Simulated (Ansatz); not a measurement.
Re, diamond: how the functional moves the structure

All rows: Ansatz, plane waves with scalar-relativistic PAW, 420 eV (500 eV for the SCAN forms), relaxed under each functional, no dispersion correction, no zero-point motion. B₀ comes from uniform scaling at fixed shape; a dash is a value not given.

```tsv
functional	V (Å³/atom)	cell	B₀ (GPa)	magnetic state	ΔE to hcp (meV/atom)
PBE	22.57	a = 5.652 Å	178	spin not included	1614
r²SCAN	22.14	a = 5.616 Å	190	spin not included	1621
PBEsol	21.89	a = 5.595 Å	192	spin not included	1811
LDA	21.50	a = 5.562 Å	200	spin not included	1805
revPBE	22.79	a = 5.670 Å	173	spin not included	1567
RPBE	22.88	a = 5.678 Å	171	spin not included	1548
BLYP	23.45	a = 5.725 Å	161	spin not included	1016
```

LDA gives the smallest volume and BLYP the largest.
